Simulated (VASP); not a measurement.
**Al: optical spectrum with PBE**

The system is Al.

```
Al
1.0
     0.00000    2.00782    2.00782
     2.00782    0.00000    2.00782
     2.00782    2.00782    0.00000
Al
1
Direct
  0.00000 0.00000 0.00000
```

```yaml
Program: VASP 6.6.1
Task: optical spectrum
Functional: PBE
Potentials_or_basis: VASP PAW PBE potentials, release 64 (Al)
Cutoff: 520 eV
k_mesh: 30 × 30 × 30
Occupations: gaussian, width 0.05 eV
Spin: no spin polarisation
Further_INCAR_settings: ALGO = Normal; EDIFF = 1e-06; NBANDS = 34
```

The pressure is 1.5 GPa. The band gap on the k mesh is none (metal or under the smearing width).

Levels at points of the mesh, in eV from the Fermi level:
```
           k point  band 1  band 2  band 3  band 4  band 5  band 6
(0.00, 0.00, 0.00)  -11.30   12.70   12.70   12.70   14.33   14.33
(0.50, 0.00, 0.00)   -4.70   -4.44   11.52   11.52   11.58   11.58
(0.50, 0.50, 0.00)   -3.00   -1.63    5.23    5.65    5.65    9.22
```

Dielectric function (mean over the directions given):
```csv
energy (eV),real part,imaginary part
0.29,94.08,18.04
1.32,28.38,16.21
2.35,-12.15,6.09
3.38,-5.78,1.64
4.41,-3.36,0.69
5.44,-1.94,0.30
6.46,-1.17,0.20
7.49,-0.64,0.12
8.52,-0.27,0.11
9.55,-0.01,0.12
10.65,0.21,0.10
11.68,0.35,0.10
12.71,0.48,0.08
13.74,0.56,0.05
14.77,0.62,0.04
15.79,0.68,0.03
16.82,0.70,0.02
17.85,0.74,0.02
18.88,0.76,0.02
19.98,0.79,0.02
```

It took 25 s on 4 MPI ranks on Intel(R) Xeon(R) 6975P-C (Granite Rapids), with other jobs on the host, peak memory 0.42 GiB a rank.

Caveat: independent-particle spectra lack excitons; the intraband (Drude) part of a metal's response may be missing.
